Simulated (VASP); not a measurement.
# PbO2 (P4_2/mnm) in VASP: settings compared, part 2 of 2

VASP 6.6.1. The steps go on from the part before.

### Step 3. Band structure, PBEsol

run.py reads:

```python
from ase import Atoms
from ase.calculators.vasp import Vasp
from ase.dft.bandgap import bandgap

atoms = Atoms(
    ['Pb', 'Pb', 'O', 'O', 'O', 'O'],
    cell=[[4.99495987, 0.0, 0.0], [0.0, 4.99495987, 0.0], [0.0, 0.0, 3.40900096]],
    scaled_positions=[[0.5, 0.5, 0.5], [0.0, 0.0, 0.0], [0.69257104, 0.69257104, 0.0], [0.80742896, 0.19257104, 0.5], [0.19257104, 0.80742896, 0.5], [0.30742896, 0.30742896, 0.0]],
    pbc=True,
)
calc = Vasp(
    directory='calc',
    xc='pbesol',
    pp='PBE',
    setups='minimal',
    prec='Normal',
    encut=500,
    ediff=1e-07,
    ismear=-1,
    sigma=0.02,
    lreal=False,
    lasph=True,
    nelm=60,
    algo='Fast',
    isif=2,
    lwave=False,
    lcharg=True,
    kpts=[6, 6, 8],
    gamma=False,
    nbands=17,
)
atoms.calc = calc

print('energy (eV):', atoms.get_potential_energy())
print('free energy (eV):', atoms.get_potential_energy(force_consistent=True))
efermi = calc.get_fermi_level()
print('Fermi level (eV):', efermi)
path = atoms.cell.bandpath(npoints=60, eps=1e-4)
print('path:', path.path)
calc.set(kpts=path.kpts, reciprocal=True, icharg=11, isym=0, lcharg=False)
calc.calculate(atoms)
print('gap on the path (eV):', bandgap(calc, efermi=efermi)[0])
print('direct gap on the path (eV):', bandgap(calc, efermi=efermi, direct=True)[0])
```

Potentials or basis: VASP PAW PBE potentials, release 64 (Pb, O).

Run with:

```console
$ python run.py
```

The program printed:

```text
energy (eV): -34.30034552
free energy (eV): -34.30066415
Fermi level (eV): 2.47915244
path: GXMGZRAZ,XR,MA
gap on the path (eV): 0.07390000000000008
direct gap on the path (eV): 0.2509999999999999
```

OUTCAR:

```text
ENCUT = 500.000000
   EDIFF = 1.00e-07
   GGA = PS
   PREC = Normal
   ICHARG = 11
   ISIF = 2
   ISMEAR = -1
   ISYM = 0
   NELM = 60
   LASPH = .TRUE.
   LREAL = .FALSE.

 ion  position               nearest neighbor table
   1  0.500  0.500  0.500-   4 2.17   5 2.17   3 2.18   6 2.18   3 2.18   6 2.18   2 3.92   2 3.92
                             2 3.92   2 3.92   2 3.92   2 3.92   2 3.92   2 3.92
   2  0.000  0.000  0.000-   3 2.17   6 2.17   5 2.18   4 2.18   4 2.18   5 2.18   1 3.92   1 3.92
                             1 3.92   1 3.92   1 3.92   1 3.92   1 3.92   1 3.92
   3  0.693  0.693  0.000-   2 2.17   1 2.18   1 2.18
   4  0.807  0.193  0.500-   1 2.17   2 2.18   2 2.18
   5  0.193  0.807  0.500-   1 2.17   2 2.18   2 2.18
   6  0.307  0.307  0.000-   2 2.17   1 2.18   1 2.18

IMPORTANT INFORMATION: All symmetrisations will be switched off!
NOSYMM: (Re-)initialisation of all symmetry stuff for point group C_1.

----------------------------------------------------------------------------------------

                                     Primitive cell

  volume of cell :      85.0533

[... 133 lines left out ...]
 k-point     1 :       0.0000    0.0000    0.0000
  band No.  band energies     occupation
      1     -15.6196      2.00000
      2     -13.9181      2.00000
      3     -13.9181      2.00000
      4     -13.1600      2.00000
      5      -5.7861      2.00000
      6      -0.8838      2.00000
[... 457 lines left out ...]
      4     -13.2310      2.00000
      5      -4.9903      2.00000
      6      -4.9903      2.00000
[... 9 lines left out ...]
     16       1.6977      2.00000
     17       6.2134      0.00000

 [... further k-points ...]

------------------------ aborting loop because EDIFF is reached ----------------------------------------

  FORCE on cell =-STRESS in cart. coord.  units (eV):
  Direction    XX          YY          ZZ          XY          YZ          ZX
  --------------------------------------------------------------------------------------
  -------------------------------------------------------------------------------------
  Total        1.9617410      1.6564749      2.0336880      0.2227627      0.0000544     -0.0000003
  in kB       36.9539719     31.2035718     38.3092611      4.1962551      0.0010242     -0.0000066
  external PRESSURE =      35.4889350 kB  Pullay stress =       0.0000000 kB

 VOLUME and BASIS-vectors are now :
 -----------------------------------------------------------------------------
  energy-cutoff  :      500.00
  volume of cell :       85.05
      direct lattice vectors                 reciprocal lattice vectors
     4.994959870  0.000000000  0.000000000     0.200201809  0.000000000  0.000000000
     0.000000000  4.994959870  0.000000000     0.000000000  0.200201809  0.000000000
     0.000000000  0.000000000  3.409000960     0.000000000  0.000000000  0.293341073

 POSITION                                       TOTAL-FORCE (eV/Angst)
 -----------------------------------------------------------------------------------
      2.49748      2.49748      1.70450        -0.000001      0.000003      0.000002
      0.00000      0.00000      0.00000        -0.000005     -0.000000      0.000007
      3.45936      3.45936      0.00000         0.028497     -0.035600     -0.000010
      4.03308      0.96188      1.70450        -0.064717      0.000624      0.000013
      0.96188      4.03308      1.70450         0.064727     -0.000623     -0.000019
      1.53560      1.53560      0.00000        -0.028500      0.035597      0.000007
 -----------------------------------------------------------------------------------
    total drift:                                0.000005     -0.000008     -0.000018

  FREE ENERGIE OF THE ION-ELECTRON SYSTEM (eV)
  ---------------------------------------------------
  free  energy   TOTEN  =       -34.3657666388 eV

  energy  without entropy=      -34.3647470950  energy(sigma->0) =      -34.36525687
```

INCAR:

```text
ENCUT = 500.000000
SIGMA = 0.020000
EDIFF = 1.00e-07
ALGO = Fast
GGA = PS
PREC = Normal
ICHARG = 11
ISIF = 2
ISMEAR = -1
ISYM = 0
NBANDS = 17
NELM = 60
LASPH = .TRUE.
LCHARG = .FALSE.
LWAVE = .FALSE.
LREAL = .FALSE.
```

It took 1.9 min on 1 thread of AMD EPYC, shared host; peak memory 0.15 GiB.

Results:

- Band gap along the path: 0.07 eV, indirect (least direct gap 0.25 eV)

Levels at the corners of the path, in eV from the Fermi level:
```
point  band 14  band 15  band 16  band 17
    Γ    -0.68    -0.58    -0.58     0.12
    X    -0.71    -0.37    -0.37     2.38
    M    -0.74    -0.47    -0.47     2.78
    Γ    -0.68    -0.58    -0.58     0.12
    Z    -1.11    -0.78    -0.78     3.71
    R    -0.75    -0.26    -0.26     4.02
    A    -0.65    -0.50    -0.50     2.77
    Z    -1.11    -0.78    -0.78     3.71
    X    -0.71    -0.37    -0.37     2.38
    R    -0.75    -0.26    -0.26     4.02
    M    -0.74    -0.47    -0.47     2.78
    A    -0.65    -0.50    -0.50     2.77
```

Caveat: the log is that of the step along the path at fixed density, whose energy, stress, charges and moments have no meaning; the PAW data sets were made with another functional, which shifts forces and pressure a little; spin-orbit coupling is left out, which moves the levels of the heavy elements.

### Step 4. Band structure, PBEsol, spin-orbit coupling, no magnetisation

INCAR reads:

```
ALGO = Fast ; EDIFF = 1E-6
ENCUT = 520 ; GGA = PS
GGA_COMPAT = F ; ISIF = 2
ISMEAR = -1 ; LASPH = T
LCHARG = F ; LNONCOLLINEAR = T
LORBIT = 11 ; LREAL = F
LSORBIT = T ; LWAVE = F
MAGMOM = 0 0 0 0 0 0 0 0 0 0 0 0 0 0 0 0 0 0 ; NELM = 60
PREC = Accurate ; SIGMA = 0.05
```

KPOINTS reads:

```
k-points
0
Gamma
  5 5 6
```

POSCAR reads:

```
PbO2
1.0
    4.9949598700      0.0000000000      0.0000000000
    0.0000000000      4.9949598700      0.0000000000
    0.0000000000      0.0000000000      3.4090009600
Pb O
2 4
Direct
    0.5000000000      0.5000000000      0.5000000000
    0.0000000000      0.0000000000      0.0000000000
    0.6925710400      0.6925710400      0.0000000000
    0.8074289600      0.1925710400      0.5000000000
    0.1925710400      0.8074289600      0.5000000000
    0.3074289600      0.3074289600      0.0000000000
```

KPOINTS_OPT reads:

```
path GXMGZRAZ,XR,MA
10
line-mode
reciprocal
 0.0000000000  0.0000000000  0.0000000000  G
 0.0000000000  0.5000000000  0.0000000000  X

 0.0000000000  0.5000000000  0.0000000000  X
 0.5000000000  0.5000000000  0.0000000000  M

 0.5000000000  0.5000000000  0.0000000000  M
 0.0000000000  0.0000000000  0.0000000000  G

 0.0000000000  0.0000000000  0.0000000000  G
 0.0000000000  0.0000000000  0.5000000000  Z

 0.0000000000  0.0000000000  0.5000000000  Z
 0.0000000000  0.5000000000  0.5000000000  R

 0.0000000000  0.5000000000  0.5000000000  R
 0.5000000000  0.5000000000  0.5000000000  A

 0.5000000000  0.5000000000  0.5000000000  A
 0.0000000000  0.0000000000  0.5000000000  Z

 0.0000000000  0.5000000000  0.0000000000  X
 0.0000000000  0.5000000000  0.5000000000  R

 0.5000000000  0.5000000000  0.0000000000  M
 0.5000000000  0.5000000000  0.5000000000  A
```

Potentials or basis: VASP PAW PBE potentials, release 64 (Pb_d, O).

Run with:

```console
$ cat potpaw_PBE.64/Pb_d/POTCAR potpaw_PBE.64/O/POTCAR > POTCAR
$ mpirun -np 1 vasp_ncl > vasp.out
```

Run time: 9.3 min. Hardware: 1 thread of Intel Xeon Platinum 8488C (Sapphire Rapids), shared host; peak memory 0.54 GiB.

The run converged. Its results:

```
Free energy                                           : -34.7907 eV
Pressure                                              : 0.2 GPa
Largest force                                         : 0.020 eV/Å
Valence electrons inside the program's atomic spheres : Pb 11.86; O 4.94
```

Forces in eV/Å, atoms in the order of the input:
```
Pb   0.000  0.000  0.000
Pb   0.000  0.000  0.000
O   -0.014 -0.014  0.000
O    0.014 -0.014  0.000
O   -0.014  0.014  0.000
O    0.014  0.014  0.000
```

Caveat: the PAW data sets were made with another functional, which shifts forces and pressure a little.
